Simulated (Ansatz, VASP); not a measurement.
## NaH in VASP and in Ansatz

```
Na H
1.0
     0.00000    2.39163    2.39163
     2.39163    0.00000    2.39163
     2.39163    2.39163    0.00000
Na H
1 1
Direct
  0.00000 0.00000 0.00000
  0.50000 0.50000 0.50000
```

Alike in both runs: task single point; functional PBE; k mesh 8 × 8 × 8; no spin polarisation.

|  | VASP | Ansatz |
| --- | --- | --- |
| version | VASP 6.6.1 | Ansatz 0.2.0 |
| potentials or method | VASP PAW PBE potentials, release 64 (Na_pv, H) | plane waves, PAW |
| plane-wave cutoff (eV) | 520 | 420 |
| occupations | gaussian, width 0.01 eV | fixed |
| valence electrons in the cell | 8 | 10 |

```tsv
	VASP	Ansatz	Ansatz less VASP
gap on the k mesh at the Fermi level (eV)	3.81	3.81	+0.002
pressure (GPa)	0.7	0.7	+0.03
```

The two sets of potentials don't hold the same shells in valence.

A k mesh can miss the band edges.
